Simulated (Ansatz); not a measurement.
# SiO2: the band gap up the ladder of functionals

An exercise on one series of results from a longer session: the logs are not shown, and one member is left open.

Program: Ansatz 0.2.0. PAW datasets, plane waves. No spin polarisation and no zero-point or thermal motion.

**The structure to begin with**

The cell was relaxed beforehand with r2SCAN.

Space group P4_12_12 (No. 92), tetragonal; a = 4.979 Å, c = 6.915 Å in the conventional setting, 14.29 Å³ an atom. Si has 4 O at 1.61 Å; O has 2 Si at 1.61 Å.

The structure in full:

```cif
data_structure
_symmetry_space_group_name_H-M 'P4_12_12'
_symmetry_Int_Tables_number 92
_cell_length_a 4.9792
_cell_length_b 4.9792
_cell_length_c 6.9149
_cell_angle_alpha 90.000
_cell_angle_beta 90.000
_cell_angle_gamma 90.000
_cell_volume 171.43
loop_
_atom_site_label
_atom_site_type_symbol
_atom_site_symmetry_multiplicity
_atom_site_Wyckoff_symbol
_atom_site_fract_x
_atom_site_fract_y
_atom_site_fract_z
_atom_site_occupancy
Si1 Si 4 a 0.30246 0.30246 0.00000 1
O1 O 8 b 0.23817 0.10927 0.18146 1
```

Set-up of the first run:

File input.yaml:

```yaml
crystal:
  lattice:
    - [4.9791653256, 0.0, 0.0]
    - [0.0, 4.9791653256, 0.0]
    - [0.0, 0.0, 6.9148709668]
  atoms:
    - { symbol: Si, position: [0.3024592541, 0.3024592541, 0.0] }
    - { symbol: Si, position: [0.1975407459, 0.8024592541, 0.25] }
    - { symbol: Si, position: [0.6975407459, 0.6975407459, 0.5] }
    - { symbol: Si, position: [0.8024592541, 0.1975407459, 0.75] }
    - { symbol: O, position: [0.2381682781, 0.1092716079, 0.1814551378] }
    - { symbol: O, position: [0.3907283921, 0.7381682781, 0.4314551378] }
    - { symbol: O, position: [0.7618317219, 0.8907283921, 0.6814551378] }
    - { symbol: O, position: [0.6092716079, 0.2618317219, 0.9314551378] }
    - { symbol: O, position: [0.7381682781, 0.3907283921, 0.5685448622] }
    - { symbol: O, position: [0.8907283921, 0.7618317219, 0.3185448622] }
    - { symbol: O, position: [0.2618317219, 0.6092716079, 0.0685448622] }
    - { symbol: O, position: [0.1092716079, 0.2381682781, 0.8185448622] }
kpoints:
  mp_grid: { grid: [6, 6, 4] }
  band_path:
    path:
      - [[0.0, 0.0, 0.0], [-1.054892666088e-51, 0.5, 3.37354295037e-34], [0.5, 0.5, 3.37354295037e-34], [0.0, 0.0, 0.0], [-1.159288284543e-84, 6.755058725396e-52, 0.5], [-1.054892666088e-51, 0.5, 0.5], [0.5, 0.5, 0.5], [-1.159288284543e-84, 6.755058725396e-52, 0.5]]
      - [[-1.054892666088e-51, 0.5, 3.37354295037e-34], [-1.054892666088e-51, 0.5, 0.5]]
      - [[0.5, 0.5, 3.37354295037e-34], [0.5, 0.5, 0.5]]
    npoints: 10
hamiltonian:
  xc: pbe
scf:
  occupations: { method: fermi_dirac, width: 0.02 }
  n_extra_bands: 7
output:
  forces: true
  stress: true
  eigenvalues: true
```

Command:

```console
$ ansatz run input.yaml --threads 4 --pin off --max-ram 7372MiB --backend cpu --events-out ev --progress --plain --runs-dir out
```

Among the steps run: PBE bands along the symmetry lines; Single point with r2SCAN; HSE06 at the same geometry; PBE0 at the same geometry; Single point with LDA; DDH-PBE0; Single point with r2SCAN0.

One of the session's tables, all rows but one given; the rest of the session is left out.

| level | gap (eV) |
| --- | --- |
| PBE | 5.73 |
| r2SCAN | 6.35 |
| HSE06 | 7.51 |
| PBE0 | 8.28 |
| LDA | 5.48 |
| DDH-PBE0 | 10.24 |
| r2SCAN0 | ? |

Q: Estimate the row for r2SCAN0 from the others.

**Answer.** gap (eV): 8.63. In the column «gap (eV)» it lies between PBE0 (8.28) and DDH-PBE0 (10.24).

Meshes: PBE 6×6×4, r2SCAN 6×6×4, HSE06 4×4×2, PBE0 4×4×2, LDA 6×6×4, DDH-PBE0 4×4×2, r2SCAN0 4×4×2

The gap runs from 5.48 eV (LDA) to 10.24 eV (DDH-PBE0). PBE reaches 76 % of the HSE06 value, and r2SCAN 84 %. PBE0 lies 0.77 eV above HSE06, which differs from it by screening the long-range exchange.

To keep in mind: Warnings in the runs' records: stress exchange threshold loose, stress scf threshold loose.
